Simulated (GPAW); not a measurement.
# Te2Mo in GPAW: single point with PBE

Aim: the single point of Te2Mo with PBE.

All numbers are computed with GPAW 26.7.0; they aren't measurements. Logs are shortened: lines on timing, memory, paths and dates and some standing lists are left out, and cuts for length are marked. The log counts tension as positive stress, the text compression.

## 1. Starting point

The cell holds a slab with vacuum, 6 atoms: a = 6.362 Å, b = 3.480 Å, c = 36.176 Å, α = 90.00°, β = 90.14°, γ = 90.00°.

## 2. Single point, PBE

The input, run.py:

```python
from ase import Atoms
from ase.dft.bandgap import bandgap
from ase.io import write
from ase.units import GPa
from gpaw import GPAW, PW

atoms = Atoms(['Te', 'Te', 'Te', 'Te', 'Mo', 'Mo'],
              cell=[[6.3616090156, 0.0, 0.0],
                    [0.0, 3.48040306, 0.0],
                    [-0.0857412231, 0.0, 36.1758904685]],
              scaled_positions=[[0.4292511, 0.75, 0.54070358],
                                [0.5707489, 0.25, 0.45929642],
                                [0.92084787, 0.25, 0.55652732],
                                [0.07915213, 0.75, 0.44347268],
                                [0.18134756, 0.25, 0.49746537],
                                [0.81865244, 0.75, 0.50253463]],
              pbc=True)

calc = GPAW(mode=PW(450),
            xc='PBE',
            kpts={'size': (2, 4, 1), 'gamma': True},
            occupations={'name': 'fermi-dirac', 'width': 0.01},
            nbands=46,
            convergence={'density': 1e-05, 'energy': 1e-05},
            maxiter=150,
            txt='gpaw.txt')
atoms.calc = calc
energy = atoms.get_potential_energy()
forces = atoms.get_forces()
stress = atoms.get_stress()
calc.write('gs.gpw')
write('result.traj', atoms)
print(f'Energy: {energy:.6f} eV')
print('Forces (eV/A):')
print(forces.round(4))
print('Stress (GPa):', (stress / GPa).round(3))
print('Fermi level:', round(calc.get_fermi_level(), 4), 'eV')
print(f'Gap: {bandgap(calc)[0]:.4f} eV, direct: {bandgap(calc, direct=True)[0]:.4f} eV')
```

Potentials or basis: GPAW PAW data sets (gpaw-data 1.2.1), pw.

The run is started by

```sh
$ OMP_NUM_THREADS=1 python run.py
```

gpaw.txt:

```text
__  _  _
 | _ |_)|_||  |
 |__||  | ||/\| - 26.7.0

Input parameters:
  mode=PW(ecut=450.00000000000006),
  convergence={'density': 1e-05, 'energy': 1e-05},
  kpts=MonkhorstPack(size=(2, 4, 1), gamma=True),
  maxiter=150,
  nbands=46,
  occupations=Occupations(name='fermi-dirac', width=0.01),
  xc=XC(name='PBE')

Diagonalizing LCAO Hamiltonian
Converting LCAO to pw mode

              Te    Te
                    Mo

         Mo
         Te    Te

Atoms  # Å, Bohr magnetons
|   | symbol |        x |        y |         z |    initial magnetic moments |
|---|--------|----------|----------|-----------|-----------------------------|
| 0 |     Te | 2.684367 | 2.610302 | 19.560433 | ( 0.0000,  0.0000,  0.0000) |
| 1 |     Te | 3.591501 | 0.870101 | 16.615457 | ( 0.0000,  0.0000,  0.0000) |
| 2 |     Te | 5.810357 | 0.870101 | 20.132871 | ( 0.0000,  0.0000,  0.0000) |
| 3 |     Te | 0.465511 | 2.610302 | 16.043019 | ( 0.0000,  0.0000,  0.0000) |
| 4 |     Mo | 1.111009 | 0.870101 | 17.996253 | ( 0.0000,  0.0000,  0.0000) |
| 5 |     Mo | 5.164859 | 2.610302 | 18.179638 | ( 0.0000,  0.0000,  0.0000) |

Unit cell  # Å
| periodic |         x |        y |         z |   lengths |    angles |
|----------|-----------|----------|-----------|-----------|-----------|
|      yes |  6.361609 | 0.000000 |  0.000000 |  6.361609 | 90.000000 |
|      yes |  0.000000 | 3.480403 |  0.000000 |  3.480403 | 90.135798 |
|      yes | -0.085741 | 0.000000 | 36.175890 | 36.175992 | 90.000000 |

Number of symmetries: 2
Symmetry operations  # r_c * U_cc + t_c -> r_c
|   | kind |            matrix            |
|---|------|------------------------------|
| 0 |  E   |  1, 0, 0,  0, 1, 0,  0, 0, 1 |
| 1 |  i   | -1, 0, 0,  0,-1, 0,  0, 0,-1 |

BZ-sampling:
  Number of BZ points: 8
  Number of IBZ points: 6

  Monkhorst-Pack size: [2, 4, 1]
  Monkhorst-Pack shift: [0.25, 0.125, 0.0]

K-points  # in reciprocal-cell coordinates
|   |                                coordinates |     weight |
|---|--------------------------------------------|------------|
| 0 | (  0.00000000,   0.00000000,   0.00000000) | 0.12500000 |
| 1 | (  0.00000000,   0.25000000,   0.00000000) | 0.25000000 |
| 2 | (  0.00000000,   0.50000000,   0.00000000) | 0.12500000 |
| 3 | (  0.50000000,   0.00000000,   0.00000000) | 0.12500000 |
| 4 | (  0.50000000,   0.25000000,   0.00000000) | 0.25000000 |
| 5 | (  0.50000000,   0.50000000,   0.00000000) | 0.12500000 |

Plane wave coefficients: 17428
Cutoff: 450.00000000000006 eV

Spin-components: 1 (collinear spins)
Bands:           46
Projectors:      32
Spin-degeneracy: 2
Datatype:        complex128

Density:
  Valence electrons: 52.0
  Components: 1
  Grid points: [ 32  18 180]
  Charge: 0.0  # |e|

Potential:
  Grid points: [ 32  18 180]

species:
  Te:
    name:    Tellurium
    Z:       52.0
    valence: 6
    core:    46
    charge:  0.0  # [|e|]
    compensation charges:
      type: gauss
      rc: 0.36  # [Å]
      lmax: 2
    cutoffs:
      filter: 2.09  # [Å]
      core: 3.17  # [Å]
    projectors
    | kind |    occ | energy [eV] | rcut [Å] |
    |------|--------|-------------|----------|
    |   5s |  2.000 |     -15.089 |    1.180 |
    |   5p |  4.000 |      -5.955 |    1.196 |
    |    s |        |      12.123 |    1.180 |
    |    p |        |      21.256 |    1.196 |
    |    d |        |       0.000 |    1.238 |

    Using partial waves for Te as LCAO basis

  Mo:
    name:    Molybdenum
    Z:       42.0
    valence: 14
    core:    28
    charge:  0.0  # [|e|]
    compensation charges:
      type: gauss
      rc: 0.38  # [Å]
      lmax: 2
    cutoffs:
      filter: 2.16  # [Å]
      core: 1.42  # [Å]
    projectors
    | kind |    occ | energy [eV] | rcut [Å] |
    |------|--------|-------------|----------|
    |   4s |  2.000 |     -64.307 |    1.238 |
    |   5s |  1.000 |      -4.084 |    1.238 |
    |   4p |  6.000 |     -38.491 |    1.296 |
    |   5p |  0.000 |      -1.044 |    1.296 |
    |   4d |  5.000 |      -3.754 |    1.296 |
    |    d |        |      23.458 |    1.296 |

    Using partial waves for Mo as LCAO basis

Reference energy: -959430.878998  # eV

eigensolver:
  PPCG
  Converge bands: occupied
  niter=2

density mixing:
  MSR1-Mixer
  Pratt-step length: 0.05
  Maximum mixing coefficient: 0.75
  Old densities: 10
  SVD Regularization: 0.005
  Good broyden scale: 1.0
  Trust region scale: 1.0
  Backstep threshold: 4.0
  History deletion threshold: 6.0
  Fourier metric: weight=20.0, sigma=0.015

occupation numbers:
  Fermi-Dirac:
    width: 0.0100  # eV

poisson solver:
  ecut: 3600.0000000000005  # eV

xc functional:
[... 9 lines left out ...]
|iter     | |      energy | eigst |  dens |
|---------|-|-------------|-------|-------|
|iter:   1| |  -38.257652 | +0.34 |       |
|iter:   2| |  -38.054804 | -1.38 | -1.08 |
|iter:   3| |  -37.511335 | -1.31 | -1.10 |
|iter:   4| |  -36.967030 | -1.49 | -1.27 |
|iter:   5| |  -36.877994 | -2.25 | -1.70 |
|iter:   6| |  -36.879803 | -2.89 | -2.08 |
|iter:   7| |  -36.876973 | -3.50 | -2.44 |
|iter:   8| |  -36.877182 | -4.70 | -2.90 |
|iter:   9| |  -36.877138c| -5.34 | -3.26 |
|iter:  10| |  -36.877140c| -6.11 | -3.88 |
|iter:  11| |  -36.877140c| -6.83 | -4.47 |
|iter:  12| |  -36.877140c| -7.54c| -4.93 |
|iter:  13| |  -36.877140c| -7.83c| -5.41c|

Converged in 13 steps
Energy contributions relative to reference atoms: (reference = -959430.878998)

Energy contributions:
  Kinetic:           6.864047
  Coulomb:         -16.186851
  Zero:             -0.093980
  External:          0.000000
  Xc:              -27.458910
  Entropy:          -0.002891
  Spinorbit:         0.000000
  ----------------------------
  Free energy:     -36.878586
  Extrapolated:    -36.877140

dipole moment: (-0.000354, -0.000197, -0.002043)  # |e|*Ang

Fermi level: -2.064
Eigenvalues  # (at kpt = [0.000, 0.000, 0.000])
| band index |      eig [eV] | occ [0-2] |
|------------|---------------|-----------|
|          0 |       -63.243 |     2.000 |
|        ... |               |           |
|         17 |        -4.638 |     2.000 |
|         18 |        -4.507 |     2.000 |
|         19 |        -4.116 |     2.000 |
|         20 |        -3.842 |     2.000 |
|         21 |        -3.483 |     2.000 |
|         22 |        -3.139 |     2.000 |
[... 8 lines left out ...]
|         31 |         1.057 |     0.000 |
|         32 |         1.184 |     0.000 |
|        ... |               |           |
|         45 |         4.501 |     0.000 |

No gap
No difference between direct/indirect transitions

Forces  # eV/Ang
|        x |        y |        z |
|----------|----------|----------|
|  0.05371 | -0.00000 | -0.06777 |  # Te   0
| -0.05371 |  0.00000 |  0.06777 |  # Te   1
|  0.01449 | -0.00000 |  0.29721 |  # Te   2
| -0.01449 |  0.00000 | -0.29721 |  # Te   3
|  0.38575 | -0.00000 |  0.15613 |  # Mo   4
| -0.38575 |  0.00000 | -0.15613 |  # Mo   5

Stress tensor  # eV/Ang^3
|         x |        y |         z |
|-----------|----------|-----------|
| -0.001435 | 0.000000 | -0.000186 |
|  0.000000 | 0.002614 |  0.000000 |
| -0.000186 | 0.000000 | -0.000973 |

# Writing to gs.gpw (mode='')
```

Run time: 1.8 min. Hardware: 1 thread of Arm Neoverse V1, shared host; peak memory 0.43 GiB.

What came out:

```yaml
Free_energy: -36.8786 eV
Largest_force: 0.416 eV/Å
Band_gap_on_the_k_mesh: none (metal or under the smearing width)
```

Forces on the atoms (eV/Å):
```
Te   0.054  0.000 -0.068
Te  -0.054  0.000  0.068
Te   0.014  0.000  0.297
Te  -0.014  0.000 -0.297
Mo   0.386  0.000  0.156
Mo  -0.386  0.000 -0.156
```

Stress tensor (GPa, compression positive):
```
 0.23  0.00  0.03
 0.00 -0.42  0.00
 0.03  0.00  0.16
```

Caveat: the k mesh is coarse (spacing up to 0.49 Å⁻¹), so the values aren't converged; the cutoff is short for stress and forces, so pressures can be off by a GPa or more.
